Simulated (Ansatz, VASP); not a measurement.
Al: VASP beside Ansatz

```
Al
1.0
    -1.61751    1.61751    1.61751
     1.61751   -1.61751    1.61751
     1.61751    1.61751   -1.61751
Al
1
Direct
  0.00000 0.00000 0.00000
```

This isn't the form of Al at room conditions, which is fcc.

Alike in both runs: functional PBE; k mesh 18 × 18 × 18; occupations gaussian, width 0.1 eV; no spin polarisation.

Ansatz relaxed the structure, and its values are those at the end. VASP's run is a single point on that final structure, the one shown.

|  | VASP | Ansatz |
| --- | --- | --- |
| version | VASP 6.6.1 | Ansatz 0.2.0 |
| potentials or method | VASP PAW PBE potentials, release 64 (Al) | scalar-relativistic, plane waves, PAW |
| plane-wave cutoff (eV) | 520 | 420 |
| valence electrons in the cell | 3 | 3 |

|  | VASP | Ansatz | Ansatz less VASP |
| --- | --- | --- | --- |
| gap on the k mesh at the Fermi level (eV) | none | none | - |
| pressure (GPa) | 0.0 | 0.0 | +0.02 |

A gap of «none» marks a metal or a gap that the smearing closes.
